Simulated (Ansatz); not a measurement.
Crystal: SnSe.

```
CELL_PARAMETERS angstrom
0.00000 3.01000 3.01000
3.01000 0.00000 3.01000
3.01000 3.01000 0.00000
ATOMIC_POSITIONS crystal
Sn 0.00000 0.00000 0.00000
Se 0.50000 0.50000 0.50000
```

Measurements of this composition are mostly on another form, of space group No. 62.

Base run:

```yaml
Program: Ansatz 0.2.0
Functional: BLYP
Potentials_or_basis: all-electron LAPW, scalar-relativistic
Cutoff: 190 eV
Density_cutoff: 761 eV
Basis_error_allowed: 0.001 eV/atom
k_mesh: 8 × 8 × 8
Occupations: fermi-dirac, width 0.05 eV
Spin: no spin polarisation
```

Its results: pressure 4.8 GPa.

After a change of settings the same cell gave: pressure -3.4 GPa. Which change was it?
A. functional from BLYP to LDA
B. functional from BLYP to PBEsol
C. functional from BLYP to PBEsol; occupations from fermi-dirac, width 0.05 eV to gaussian, width 0.1 eV

A.

LDA binds more tightly than BLYP, so the same cell stands under less pressure.

Not every run made on this cell is shown here.
